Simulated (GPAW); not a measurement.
# SiC (Moissanite) (P6_3mc) in GPAW: settings compared, part 2 of 2

GPAW 26.7.0. Earlier steps stand in the parts before.

### Step 4. Equation of state, PBE

Input file run.py:

```python
from ase.eos import EquationOfState
from ase.io import Trajectory, read
from ase.units import GPa
from gpaw import GPAW, PW, setup_paths

setup_paths.insert(0, '.')

atoms = read('SiC.xyz')

traj = Trajectory('eos.traj', 'w')
volumes, energies = [], []
for x in [0.94, 0.96, 0.98, 1.0, 1.02, 1.04, 1.06]:
    a = atoms.copy()
    a.set_cell(atoms.cell * x**(1 / 3), scale_atoms=True)
    calc = GPAW(mode=PW(800),
                xc='PBE',
                kpts={'size': (7, 7, 4), 'gamma': True},
                occupations={'name': 'fermi-dirac', 'width': 0.05},
                nbands=18,
                convergence={'density': 1e-05, 'energy': 1e-05},
                maxiter=150,
                txt=f'eos-{x:.2f}.txt')
    a.calc = calc
    energies.append(a.get_potential_energy(force_consistent=True))
    volumes.append(a.get_volume())
    p = -a.get_stress()[:3].mean() / GPa
    calc.write(f'eos-{x:.2f}.gpw')
    traj.write(a)
    print(f'{x:.2f} {volumes[-1]:10.4f} A^3 {energies[-1]:14.6f} eV {p:9.3f} GPa', flush=True)

v0, e0, B = EquationOfState(volumes, energies, eos='birchmurnaghan').fit()
print(f'V0 = {v0:.4f} A^3, E0 = {e0:.6f} eV, B0 = {B / GPa:.2f} GPa')
```

Input file SiC.xyz:

```xyz
4
Lattice="3.0760000000 0.0000000000 0.0000000000 -1.5380000000 2.6638941420 0.0000000000 0.0000000000 0.0000000000 5.0480000000" Properties=species:S:1:pos:R:3 pbc="T T T"
Si     1.5380000002      0.8879647139      2.5240000000
Si    -0.0000000002      1.7759294281      0.0000000000
C      1.5380000002      0.8879647139      4.4674800000
C     -0.0000000002      1.7759294281      1.9434800000
```

Potentials or basis: PAW data sets generated in the run's folder for this functional, pw.

Started as:

```bash
$ gpaw-setup -f PBE C Si
$ OMP_NUM_THREADS=1 python run.py
```

Standard output:

```text
__  _  _
 | _ |_)|_||  |
 |__||  | ||/\| - 26.7.0

Input parameters:
  mode=PW(ecut=800.0),
  convergence={'density': 1e-05, 'energy': 1e-05},
  kpts=MonkhorstPack(size=(7, 7, 4), gamma=True),
  maxiter=150,
  nbands=18,
  occupations=Occupations(name='fermi-dirac', width=0.05),
  xc=XC(name='PBE')

Diagonalizing LCAO Hamiltonian
Converting LCAO to pw mode

           C

           Si
        C

        Si

Atoms  # Å, Bohr magnetons
|   | symbol |         x |        y |        z |    initial magnetic moments |
|---|--------|-----------|----------|----------|-----------------------------|
| 0 |     Si |  1.506603 | 0.869838 | 2.472475 | ( 0.0000,  0.0000,  0.0000) |
| 1 |     Si | -0.000000 | 1.739676 | 0.000000 | ( 0.0000,  0.0000,  0.0000) |
| 2 |      C |  1.506603 | 0.869838 | 4.376281 | ( 0.0000,  0.0000,  0.0000) |
| 3 |      C | -0.000000 | 1.739676 | 1.903806 | ( 0.0000,  0.0000,  0.0000) |

Unit cell  # Å
| periodic |         x |        y |        z |  lengths |     angles |
|----------|-----------|----------|----------|----------|------------|
|      yes |  3.013207 | 0.000000 | 0.000000 | 3.013207 |  90.000000 |
|      yes | -1.506603 | 2.609514 | 0.000000 | 3.013207 |  90.000000 |
|      yes |  0.000000 | 0.000000 | 4.944951 | 4.944951 | 120.000000 |

Number of symmetries: 6
Symmetry operations  # r_c * U_cc + t_c -> r_c
|   | kind |            matrix            |
|---|------|------------------------------|
| 0 |  σ   |  1, 1, 0,  0,-1, 0,  0, 0, 1 |
| 1 |  E   |  1, 0, 0,  0, 1, 0,  0, 0, 1 |
| 2 |  C3  |  0, 1, 0, -1,-1, 0,  0, 0, 1 |
| 3 |  σ   |  0,-1, 0, -1, 0, 0,  0, 0, 1 |
| 4 |  σ   | -1, 0, 0,  1, 1, 0,  0, 0, 1 |
| 5 |  C3  | -1,-1, 0,  1, 0, 0,  0, 0, 1 |

BZ-sampling:
  Number of BZ points: 196
  Number of IBZ points: 28

  Monkhorst-Pack size: [7, 7, 4]
  Monkhorst-Pack shift: [0.0, 0.0, 0.125]

K-points  # in reciprocal-cell coordinates
|     |                                coordinates |     weight |
|-----|--------------------------------------------|------------|
|   0 | (  0.00000000,   0.00000000,   0.00000000) | 0.00510204 |
|   1 | (  0.00000000,   0.00000000,   0.25000000) | 0.01020408 |
|   2 | (  0.00000000,   0.00000000,   0.50000000) | 0.00510204 |
|   3 | (  0.14285714,   0.00000000,  -0.25000000) | 0.03061224 |
|   4 | (  0.14285714,   0.00000000,   0.00000000) | 0.03061224 |
|   5 | (  0.14285714,   0.00000000,   0.25000000) | 0.03061224 |
|   6 | (  0.14285714,   0.00000000,   0.50000000) | 0.03061224 |
|   7 | (  0.28571429,  -0.14285714,   0.00000000) | 0.03061224 |
|   8 | (  0.28571429,  -0.14285714,   0.25000000) | 0.06122449 |
|   9 | (  0.28571429,  -0.14285714,   0.50000000) | 0.03061224 |
| ... |                                            |            |
|  27 | (  0.42857143,   0.42857143,   0.50000000) | 0.03061224 |

Plane wave coefficients: 2012
Cutoff: 800.0 eV

Spin-components: 1 (collinear spins)
Bands:           18
Projectors:      20
Spin-degeneracy: 2
Datatype:        complex128

Parallelization:
  kpt:    1
  domain: 1
  band:   1

Density:
  Valence electrons: 16.0
  Components: 1
  Grid points: [20 20 35]
  Charge: 0.0  # |e|

Potential:
  Grid points: [20 20 35]

species:
  Si:
    name:    Silicon
    Z:       14.0
    valence: 4
    core:    10
    charge:  0.0  # [|e|]
    compensation charges:
      type: gauss
      rc: 0.33  # [Å]
      lmax: 2
    cutoffs:
      filter: 1.86  # [Å]
      core: 2.06  # [Å]
    projectors
    | kind |    occ | energy [eV] | rcut [Å] |
    |------|--------|-------------|----------|
    |   3s |  2.000 |     -10.812 |    1.058 |
    |   3p |  2.000 |      -4.081 |    1.058 |
    |    s |        |      16.399 |    1.058 |
    |    p |        |      23.131 |    1.058 |
    |    d |        |       0.000 |    1.058 |

    Using partial waves for Si as LCAO basis

  C:
    name:    Carbon
    Z:       6.0
    valence: 4
    core:    2
    charge:  0.0  # [|e|]
    compensation charges:
      type: gauss
      rc: 0.20  # [Å]
      lmax: 2
    cutoffs:
      filter: 1.14  # [Å]
      core: 1.14  # [Å]
    projectors
    | kind |    occ | energy [eV] | rcut [Å] |
    |------|--------|-------------|----------|
    |   2s |  2.000 |     -13.751 |    0.635 |
    |   2p |  2.000 |      -5.285 |    0.635 |
    |    s |        |      13.461 |    0.635 |
    |    p |        |      21.927 |    0.635 |
    |    d |        |       0.000 |    0.635 |

    Using partial waves for C as LCAO basis

Reference energy: -17827.945365  # eV

eigensolver:
  PPCG
  Converge bands: occupied
  niter=2

density mixing:
  MSR1-Mixer
  Pratt-step length: 0.05
  Maximum mixing coefficient: 0.75
  Old densities: 10
  SVD Regularization: 0.005
  Good broyden scale: 1.0
  Trust region scale: 1.0
  Backstep threshold: 4.0
  History deletion threshold: 6.0
  Fourier metric: weight=20.0, sigma=0.015

occupation numbers:
  Fermi-Dirac:
    width: 0.0500  # eV

poisson solver:
  ecut: 6400.0  # eV

xc functional:
  name: PBE with 2 nearest neighbor stencil

convergence criteria:
- Maximum integral of absolute [dens]ity change: 1e-05 electrons / valence electron
- Maximum [total energy] change in last 3 cyles: 1e-05 eV / valence electron
- Maximum integral of absolute [eigenst]ate change: 4e-08 eV^2 / valence electron
maximum number of iterations: 150

SCF iterations
|iter     | |      energy | eigst |  dens |
|---------|-|-------------|-------|-------|
|iter:   1| |  -33.277784 | -0.12 |       |
|iter:   2| |  -32.475463 | -2.14 | -0.55 |
|iter:   3| |  -29.686581 | -0.65 | -0.60 |
|iter:   4| |  -29.698359 | -2.68 | -1.32 |
|iter:   5| |  -29.705854 | -3.34 | -1.70 |
|iter:   6| |  -29.706022 | -5.20 | -2.66 |
|iter:   7| |  -29.706031 | -6.52 | -3.31 |
|iter:   8| |  -29.706031c| -7.98c| -4.14 |
|iter:   9| |  -29.706031c| -7.70c| -4.60 |
|iter:  10| |  -29.706031c| -8.54c| -5.24c|

Converged in 10 steps
Energy contributions relative to reference atoms: (reference = -17827.945365)

Energy contributions:
  Kinetic:          46.066437
  Coulomb:         -37.658331
  Zero:             -0.042174
  External:          0.000000
  Xc:              -38.071963
  Entropy:          -0.000000
  Spinorbit:         0.000000
  ----------------------------
  Free energy:     -29.706031
  Extrapolated:    -29.706031

dipole moment: (-0.000000, -0.000003, -8.692506)  # |e|*Ang

Fermi level: 10.730
Eigenvalues  # (at kpt = [0.000, 0.000, 0.000])
| band index |      eig [eV] | occ [0-2] |
|------------|---------------|-----------|
|          0 |        -6.961 |     2.000 |
|          1 |        -3.214 |     2.000 |
|          2 |         0.197 |     2.000 |
|          3 |         7.689 |     2.000 |
|          4 |         7.689 |     2.000 |
|          5 |         9.006 |     2.000 |
[... 8 lines left out ...]
|         14 |        18.413 |     0.000 |
|         15 |        20.912 |     0.000 |
|        ... |               |           |
|         17 |        21.170 |     0.000 |

Gap: 2.531 eV
Transition (v -> c):
  (s=0, k=0, n=7, [0.00, 0.00, 0.00]) -> (s=0, k=22, n=8, [0.43, 0.29, 0.00])
Direct/indirect transitions are different
Direct gap: 4.262 eV
Transition at: (s=0, k=19, n=7, [0.43, 0.00, 0.00])

Stress tensor  # eV/Ang^3
|         x |         y |         z |
|-----------|-----------|-----------|
| -0.148970 |  0.000000 |  0.000000 |
|  0.000000 | -0.148970 |  0.000000 |
|  0.000000 |  0.000000 | -0.098548 |

# Writing to eos-0.94.gpw (mode='')
```

It took 71 s on 1 thread of Intel Xeon 6975P-C (Granite Rapids), shared host; peak memory 0.31 GiB.

What came out:

- Equilibrium volume: 10.59 Å³/atom
- Bulk modulus at fixed shape and positions: 212 GPa
- Pressure derivative of the bulk modulus: 3.9

Energy against volume, from the lowest point:
```
volume (Å³/atom)  energy (meV/atom)
           9.721              53.87
           9.927              30.12
          10.134              13.64
          10.341               3.81
          10.548               0.00
          10.755               1.63
          10.961               8.23
```

Caveat: the cell was scaled at fixed shape and fractional positions, which overstates the stiffness of a crystal with free parameters, most of all of layers and chains.

### Step 5. Overview

```tsv
task	level	potentials or basis	band path	band points	V0 of scaled cells (Å³/atom)	B0 (GPa)
band structure	PBEint	PAW data sets generated in the run's folder for this functional, pw	GMKGALHA,LM,KH	60	-	-
equation of state	vdW-DF-cx	GPAW PAW data sets (gpaw-data 1.2.1), pw	-	-	10.54	217
equation of state	PBE	PAW data sets generated in the run's folder for this functional, pw	-	-	10.59	212
```

Alike in all rows: no spin polarisation; cell as given; k mesh 7 × 7 × 4; cutoff (eV) 800; smearing fermi-dirac 0.05 eV.

Caveats: the cell was scaled at fixed shape and fractional positions, which overstates the stiffness of a crystal with free parameters, most of all of layers and chains (some runs); the PAW data sets were made with another functional, which shifts forces and pressure a little (some runs).

Absolute energies hang on the potentials; compare differences alone.
